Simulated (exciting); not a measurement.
# Al (Fm-3m) in exciting: further runs, part 2 of 2

exciting (release sodium).

## 3. Band structure, PW91

run_exciting.py reads:

```python
import subprocess
import xml.etree.ElementTree as ET
from ase.io import read
from ase.units import Bohr

atoms = read("Al.cif")
import spglib
from ase import Atoms
cell, positions, numbers = spglib.find_primitive((atoms.cell[:], atoms.get_scaled_positions(), atoms.numbers), symprec=1e-5)
atoms = Atoms(numbers, cell=cell, scaled_positions=positions, pbc=True)
rmt = {'Al': 2.0}  # bohr
tasks = """
<groundstate do="fromscratch" ngridk="11 11 11" rgkmax="6.5" gmaxvr="14" lmaxapw="10" lmaxmat="10" lmaxvr="8" stype="Fermi Dirac" swidth="0.00036749" nempty="8" ValenceRelativity="iora*" epsengy="1e-05" epspot="1e-05" maxscl="60" outputlevel="normal">
  <libxc exchange="XC_GGA_X_PW91" correlation="XC_GGA_C_PW91"/>
</groundstate>
<properties>
  <bandstructure>
    <plot1d>
      <path steps="120">
        <point coord="0 0 0" label="G"/>
        <point coord="0.5 0 0.5" label="X"/>
        <point coord="0.5 0.25 0.75" label="W"/>
        <point coord="0.375 0.375 0.75" label="K"/>
        <point coord="0 0 0" label="G"/>
        <point coord="0.5 0.5 0.5" label="L"/>
        <point coord="0.625 0.25 0.625" label="U"/>
        <point coord="0.5 0.25 0.75" label="W"/>
        <point coord="0.5 0.5 0.5" label="L"/>
        <point coord="0.375 0.375 0.75" label="K" breakafter="true"/>
        <point coord="0.625 0.25 0.625" label="U"/>
        <point coord="0.5 0 0.5" label="X"/>
      </path>
    </plot1d>
  </bandstructure>
  <chargedensityplot>
    <plot3d>
      <box grid="15 15 15">
        <origin coord="0 0 0"/>
        <point coord="1 0 0"/>
        <point coord="0 1 0"/>
        <point coord="0 0 1"/>
      </box>
    </plot3d>
  </chargedensityplot>
  <elfplot>
    <plot3d>
      <box grid="15 15 15">
        <origin coord="0 0 0"/>
        <point coord="1 0 0"/>
        <point coord="0 1 0"/>
        <point coord="0 0 1"/>
      </box>
    </plot3d>
  </elfplot>
  <exccplot>
    <plot3d>
      <box grid="15 15 15">
        <origin coord="0 0 0"/>
        <point coord="1 0 0"/>
        <point coord="0 1 0"/>
        <point coord="0 0 1"/>
      </box>
    </plot3d>
  </exccplot>
</properties>
"""

root = ET.Element("input")
ET.SubElement(root, "title").text = "Al"
structure = ET.SubElement(root, "structure", speciespath="./", tshift="false")
crystal = ET.SubElement(structure, "crystal", scale="1.0")
for vector in atoms.cell / Bohr:
    ET.SubElement(crystal, "basevect").text = " ".join(f"{x:.12f}" for x in vector)
symbols = atoms.get_chemical_symbols()
for element in dict.fromkeys(symbols):
    species = ET.SubElement(structure, "species", speciesfile=element + ".xml", rmt=str(rmt[element]))
    for symbol, position in zip(symbols, atoms.get_scaled_positions(wrap=False)):
        if symbol == element:
            ET.SubElement(species, "atom", coord=" ".join(f"{x:.12f}" for x in position))
root.extend(ET.fromstring("<tasks>" + tasks + "</tasks>"))
ET.indent(root)
ET.ElementTree(root).write("input.xml")
subprocess.run(["exciting_smp"], check=True)
```

Al.cif reads:

```cif
data_Al
_cell_length_a 4.04961000
_cell_length_b 4.04961000
_cell_length_c 4.04961000
_cell_angle_alpha 90.00000000
_cell_angle_beta 90.00000000
_cell_angle_gamma 90.00000000
_space_group_name_H-M_alt 'Fm-3m'
_space_group_name_Hall '-F 4 2 3'
_space_group_IT_number 225
loop_
_space_group_symop_operation_xyz
'x,y,z'
'-x,-y,-z'
'-y,x,z'
'y,-x,-z'
'-x,-y,z'
'x,y,-z'
'y,-x,z'
'-y,x,-z'
'x,-y,-z'
'-x,y,z'
'-y,-x,-z'
'y,x,z'
'-x,y,-z'
'x,-y,z'
'y,x,-z'
'-y,-x,z'
'z,x,y'
'-z,-x,-y'
'z,-y,x'
'-z,y,-x'
'z,-x,-y'
'-z,x,y'
'z,y,-x'
'-z,-y,x'
'-z,x,-y'
'z,-x,y'
'-z,-y,-x'
'z,y,x'
'-z,-x,y'
'z,x,-y'
'-z,y,x'
'z,-y,-x'
'y,z,x'
'-y,-z,-x'
'x,z,-y'
'-x,-z,y'
'-y,z,-x'
'y,-z,x'
'-x,z,y'
'x,-z,-y'
'-y,-z,x'
'y,z,-x'
'-x,-z,-y'
'x,z,y'
'y,-z,-x'
'-y,z,x'
'x,-z,y'
'-x,z,-y'
'x,y+1/2,z+1/2'
'-x,-y+1/2,-z+1/2'
'-y,x+1/2,z+1/2'
[... 62 lines left out ...]
'-z+1/2,-x,-y+1/2'
'z+1/2,-y,x+1/2'
'-z+1/2,y,-x+1/2'
'z+1/2,-x,-y+1/2'
'-z+1/2,x,y+1/2'
'z+1/2,y,-x+1/2'
'-z+1/2,-y,x+1/2'
'-z+1/2,x,-y+1/2'
'z+1/2,-x,y+1/2'
'-z+1/2,-y,-x+1/2'
'z+1/2,y,x+1/2'
'-z+1/2,-x,y+1/2'
'z+1/2,x,-y+1/2'
'-z+1/2,y,x+1/2'
'z+1/2,-y,-x+1/2'
'y+1/2,z,x+1/2'
'-y+1/2,-z,-x+1/2'
'x+1/2,z,-y+1/2'
'-x+1/2,-z,y+1/2'
'-y+1/2,z,-x+1/2'
'y+1/2,-z,x+1/2'
'-x+1/2,z,y+1/2'
'x+1/2,-z,-y+1/2'
'-y+1/2,-z,x+1/2'
'y+1/2,z,-x+1/2'
'-x+1/2,-z,-y+1/2'
'x+1/2,z,y+1/2'
'y+1/2,-z,-x+1/2'
'-y+1/2,z,x+1/2'
'x+1/2,-z,y+1/2'
'-x+1/2,z,-y+1/2'
'x+1/2,y+1/2,z'
'-x+1/2,-y+1/2,-z'
'-y+1/2,x+1/2,z'
'y+1/2,-x+1/2,-z'
'-x+1/2,-y+1/2,z'
'x+1/2,y+1/2,-z'
'y+1/2,-x+1/2,z'
'-y+1/2,x+1/2,-z'
'x+1/2,-y+1/2,-z'
'-x+1/2,y+1/2,z'
'-y+1/2,-x+1/2,-z'
'y+1/2,x+1/2,z'
'-x+1/2,y+1/2,-z'
'x+1/2,-y+1/2,z'
'y+1/2,x+1/2,-z'
'-y+1/2,-x+1/2,z'
'z+1/2,x+1/2,y'
'-z+1/2,-x+1/2,-y'
'z+1/2,-y+1/2,x'
'-z+1/2,y+1/2,-x'
'z+1/2,-x+1/2,-y'
'-z+1/2,x+1/2,y'
'z+1/2,y+1/2,-x'
'-z+1/2,-y+1/2,x'
'-z+1/2,x+1/2,-y'
'z+1/2,-x+1/2,y'
'-z+1/2,-y+1/2,-x'
'z+1/2,y+1/2,x'
'-z+1/2,-x+1/2,y'
'z+1/2,x+1/2,-y'
'-z+1/2,y+1/2,x'
'z+1/2,-y+1/2,-x'
'y+1/2,z+1/2,x'
'-y+1/2,-z+1/2,-x'
'x+1/2,z+1/2,-y'
'-x+1/2,-z+1/2,y'
'-y+1/2,z+1/2,-x'
'y+1/2,-z+1/2,x'
'-x+1/2,z+1/2,y'
'x+1/2,-z+1/2,-y'
'-y+1/2,-z+1/2,x'
'y+1/2,z+1/2,-x'
'-x+1/2,-z+1/2,-y'
'x+1/2,z+1/2,y'
'y+1/2,-z+1/2,-x'
'-y+1/2,z+1/2,x'
'x+1/2,-z+1/2,y'
'-x+1/2,z+1/2,-y'
loop_
_atom_site_label
_atom_site_type_symbol
_atom_site_symmetry_multiplicity
_atom_site_Wyckoff_symbol
_atom_site_fract_x
_atom_site_fract_y
_atom_site_fract_z
_atom_site_occupancy
Al1 Al 4 a 0.0000000000 0.0000000000 0.0000000000 1
```

Potentials or basis: all-electron LAPW+lo, shipped species files, valence relativity iora*.

Command:

```sh
OMP_NUM_THREADS=1 python run_exciting.py
```

It took 18 s on 1 thread of Arm Neoverse V1, shared host; peak memory 0.09 GiB.

The run converged. Its results:

| Item | Value |
| --- | --- |
| Free energy | -6610.6409 eV |
| Band gap on the k mesh | none (metal or under the smearing width) |
| All electrons inside the program's atomic spheres | Al 10.87 (radii Al 2.0 bohr) |

Levels at the corners of the path, in eV from the Fermi level:
| point | band 4 | band 5 | band 6 | band 7 | band 8 | band 9 |
| --- | --- | --- | --- | --- | --- | --- |
| Γ | -11.11 | 12.56 | 12.56 | 12.56 | 13.95 | 13.95 |
| X | -2.94 | -1.62 | 5.24 | 5.52 | 5.52 | 8.99 |
| W | -0.87 | -0.87 | 0.20 | 1.00 | 15.74 | 15.74 |
| K | -1.90 | -1.36 | -0.44 | 6.49 | 8.15 | 15.59 |
| Γ | -11.11 | 12.56 | 12.56 | 12.56 | 13.95 | 13.95 |
| L | -4.57 | -4.41 | 11.26 | 11.26 | 11.43 | 11.43 |
| U | -1.90 | -1.36 | -0.44 | 6.49 | 8.15 | 15.59 |
| W | -0.87 | -0.87 | 0.20 | 1.00 | 15.74 | 15.74 |
| L | -4.57 | -4.41 | 11.26 | 11.26 | 11.43 | 11.43 |
| K | -1.90 | -1.36 | -0.44 | 6.49 | 8.15 | 15.59 |
| U | -1.90 | -1.36 | -0.44 | 6.49 | 8.15 | 15.59 |
| X | -2.94 | -1.62 | 5.24 | 5.52 | 5.52 | 8.99 |

Caveat: the log's total energy holds no entropy term; the free energy is that total less TS from the occupations.

## 4. Effective masses, revPBE+D2

run_exciting.py reads:

```python
import subprocess
import xml.etree.ElementTree as ET
from ase.io import read
from ase.units import Bohr

atoms = read("Al.cif")
import spglib
from ase import Atoms
cell, positions, numbers = spglib.find_primitive((atoms.cell[:], atoms.get_scaled_positions(), atoms.numbers), symprec=1e-5)
atoms = Atoms(numbers, cell=cell, scaled_positions=positions, pbc=True)
rmt = {'Al': 2.0}  # bohr
tasks = """
<groundstate do="fromscratch" ngridk="11 11 11" rgkmax="6.5" gmaxvr="14" lmaxapw="10" lmaxmat="10" lmaxvr="8" xctype="GGA_PBE_R" stype="Gaussian" swidth="0.00183747" nempty="8" ValenceRelativity="none" epsengy="1e-05" epspot="1e-05" maxscl="60" outputlevel="normal" niterconvcheck="1"/>
<properties>
  <masstensor vklem="0.5 0.5 0.5" ndspem="1" deltaem="0.025"/>
  <DFTD2/>
</properties>
"""

root = ET.Element("input")
ET.SubElement(root, "title").text = "Al"
structure = ET.SubElement(root, "structure", speciespath="./", tshift="false")
crystal = ET.SubElement(structure, "crystal", scale="1.0")
for vector in atoms.cell / Bohr:
    ET.SubElement(crystal, "basevect").text = " ".join(f"{x:.12f}" for x in vector)
symbols = atoms.get_chemical_symbols()
for element in dict.fromkeys(symbols):
    species = ET.SubElement(structure, "species", speciesfile=element + ".xml", rmt=str(rmt[element]))
    for symbol, position in zip(symbols, atoms.get_scaled_positions(wrap=False)):
        if symbol == element:
            ET.SubElement(species, "atom", coord=" ".join(f"{x:.12f}" for x in position))
root.extend(ET.fromstring("<tasks>" + tasks + "</tasks>"))
ET.indent(root)
ET.ElementTree(root).write("input.xml")
subprocess.run(["exciting_smp"], check=True)
```

Al.cif is that of step 3.

Potentials or basis: all-electron LAPW+lo, shipped species files, valence relativity none.

Command:

```sh
OMP_NUM_THREADS=1 python run_exciting.py
```

What it wrote:

```text
================================================================================
EXCITING SODIUM started
[... 10 lines left out ...]

 Lattice vectors (cartesian) :
      0.0000000000      3.8263269082      3.8263269082
      3.8263269082      0.0000000000      3.8263269082
      3.8263269082      3.8263269082      0.0000000000

 Reciprocal lattice vectors (cartesian) :
     -0.8210465883      0.8210465883      0.8210465883
      0.8210465883     -0.8210465883      0.8210465883
      0.8210465883      0.8210465883     -0.8210465883

 Unit cell volume                           :     112.0408026423
 Brillouin zone volume                      :       2.2139274942

 Species :    1 (Al)
     parameters loaded from                 :    Al.xml
     name                                   :    aluminium
     nuclear charge                         :     -13.00000000
     electronic charge                      :      13.00000000
     atomic mass                            :   49184.33493000
     muffin-tin radius                      :       2.00000000
     # of radial points in muffin-tin       :     300

     atomic positions (lattice) :
[... 38 lines left out ...]

 Exchange-correlation type                  :      21
     Revised PBE, Zhang-Yang, Phys. Rev. Lett. 80, 890 (1998)
     Generalised gradient approximation (GGA)

 Smearing scheme                            :    Gaussian
 Smearing width                             :       0.00183747

[... 17 lines left out ...]
+ SCF iteration number :    1                                                  +
++++++++++++++++++++++++++++++++++++++++++++++++++++++++++++++++++++++++++++++++
 Total energy                               :      -242.44641093
 _______________________________________________________________
 Fermi energy                               :         0.27300141
 Kinetic energy                             :       243.59253102
 Coulomb energy                             :      -467.33661372
 Exchange energy                            :       -18.18742396
 Correlation energy                         :        -0.51490427
[... 252 lines left out ...]
 RMS change in effective potential (target) :  0.290694E-07  ( 0.100000E-04)
 Absolute change in total energy   (target) :  0.168606E-05  ( 0.100000E-04)
 Charge distance                   (target) :  0.163905E-07  ( 0.100000E-04)

++++++++++++++++++++++++++++++++++++++++++++++++++++++++++++++++++++++++++++++++
| Convergency criteria checked for the last iteration                          +
| Convergence targets achieved. Performing final SCF iteration                 +
++++++++++++++++++++++++++++++++++++++++++++++++++++++++++++++++++++++++++++++++
 Total energy                               :      -242.84276503
 _______________________________________________________________
 Fermi energy                               :         0.26961648
 Kinetic energy                             :       243.24991369
 Coulomb energy                             :      -467.38258361
 Exchange energy                            :       -18.19520933
 Correlation energy                         :        -0.51488578

 DOS at Fermi energy (states/Ha/cell)       :        29.13786599

 Electron charges :
     core                                   :         4.00000000
     core leakage                           :         0.00130155
     valence                                :         9.00000000
     interstitial                           :         2.14597156
     charge in muffin-tin spheres :
                  atom     1    Al          :        10.85402844
     total charge in muffin-tins            :        10.85402844
     total charge                           :        13.00000000

++++++++++++++++++++++++++++++++++++++++++++++++++++++++++++++++++++++++++++++++
[... 12 lines left out ...]
| EXCITING SODIUM stopped                                                      =
================================================================================
```

stdout:

```text
Info(effmass):
 effective mass tensor for each state written to EFFMASS.OUT
 for k-point (lattice)   0.5000000000      0.5000000000      0.5000000000
```

Wall time 9.4 s (1 thread of Arm Neoverse V1, shared host); peak memory 0.09 GiB.

What came out:

```yaml
Free_energy: -6608.0896 eV
Band_gap_on_the_k_mesh: none (metal or under the smearing width)
All_electrons_inside_the_program's_atomic_spheres: Al 10.85 (radii Al 2.0 bohr)
Dispersion_energy_per_atom: -0.253 eV
```

Levels at points of the mesh, in eV from the Fermi level:
```
           k point  band 4  band 5  band 6  band 7  band 8
(0.00, 0.00, 0.00)  -11.10   12.57   12.57   12.57   14.11
```

Effective masses (electron masses; levels in eV from the Fermi level):
```
band  level       masses, principal
   4  -4.61  -0.166, -0.166, -0.024
   5  -4.35     0.023, 0.127, 0.127
```

Caveat: the log's total energy holds no entropy term; the free energy is that total less TS from the occupations; the dispersion energy is computed afterwards and isn't part of the total energy; the masses are finite differences along the axes, which mix bands that are degenerate at the k point.

## 5. Summary

| task | level | potentials or basis | k mesh | smearing | outputlevel | top of the spectrum (Ha) | broadening (Ha) | scissor shift (eV) | nempty | other keys | gap on the mesh (eV) |
| --- | --- | --- | --- | --- | --- | --- | --- | --- | --- | --- | --- |
| optical spectrum | BLYP+D2 | all-electron LAPW+lo, shipped species files, valence relativity iora* | 11 × 11 × 11, shifted | fermi-dirac 0.081634 eV | low | 1 Ha | 0.007 Ha | 1 eV | 22 | mixer = msec; swidth = 0.003 | - |
| band structure | PW91 | all-electron LAPW+lo, shipped species files, valence relativity iora* | 11 × 11 × 11 | fermi-dirac 0.01 eV | normal | - | - | - | 8 | - | none |
| effective masses | revPBE+D2 | all-electron LAPW+lo, shipped species files, valence relativity none | 11 × 11 × 11 | gaussian 0.05 eV | normal | - | - | - | 8 | ValenceRelativity = none; niterconvcheck = 1 | none |

Alike in all rows: no spin polarisation; cell as given; rgkmax 6.5.

Caveats: the free energy is that total less TS from the occupations; the dispersion energy is computed afterwards and isn't part of the total energy (some runs); the intraband (Drude) term of the metal is left out (some runs); the scissor shift is a trial value, not fitted to this crystal (some runs); spectra need much finer meshes, so this one isn't converged (some runs); independent-particle spectra lack excitons (some runs).

Compare energies only between runs with the same functional and basis.
